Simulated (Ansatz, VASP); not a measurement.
Os in VASP and in Ansatz

INCAR

```
PREC = Accurate
ENCUT = 520
EDIFF = 1E-6
ISMEAR = 0
SIGMA = 0.15
LREAL = F
LASPH = T
NELM = 60
ALGO = Normal
ISIF = 2
LWAVE = F
LCHARG = F
GGA = PS
NBANDS = 10
```

File KPOINTS:

```
regular mesh
0
Gamma
  20 20 20
```

File POSCAR:

```
Os
1.0
    0.0000000000      1.9450000000      1.9450000000
    1.8477500000      0.0000000000      1.9450000000
    1.8477500000      1.9450000000      0.0000000000
Os
1
Direct
    0.0000000000      0.0000000000      0.0000000000
```

Input for Ansatz:

```yaml
crystal:
  lattice:
    - [0.0, 1.945, 1.945]
    - [1.84775, 0.0, 1.945]
    - [1.84775, 1.945, 0.0]
  atoms:
    - { symbol: Os, position: [0.0, 0.0, 0.0] }
basis:
  ecutwfc: 420
kpoints:
  mp_grid: { grid: [20, 20, 20] }
hamiltonian:
  xc: pbesol
scf:
  occupations: { method: gaussian, width: 0.15 }
output:
  forces: true
  stress: true
  eigenvalues: true
```

Change from the starting cell: strain -0.0500 x Voigt [1, 0, 0, 0, 0, 0], atoms carried along.

Alike in both runs: task single point; functional PBEsol; k mesh 20 × 20 × 20; occupations gaussian, width 0.15 eV; no spin polarisation.

|  | VASP | Ansatz |
| --- | --- | --- |
| version | VASP 6.6.1 | Ansatz 0.2.0 |
| potentials or method | VASP PAW PBE potentials, release 64 (Os) | scalar-relativistic, plane waves, PAW |
| plane-wave cutoff (eV) | 520 | 420 |
| valence electrons in the cell | 8 | 16 |

```tsv
	VASP	Ansatz	Ansatz less VASP
gap on the k mesh at the Fermi level (eV)	none	none	-
pressure (GPa)	-0.1	-0.6	-0.51
largest component of the traceless stress (GPa)	12.63	12.67	+0.031
```

A gap of «none» marks a metal or a gap that the smearing closes. The two sets of potentials don't hold the same shells in valence.

Caveats: the PAW data sets were made with another functional, which shifts forces and pressure a little (VASP). Spin-orbit coupling is left out, which matters for the levels of Os.
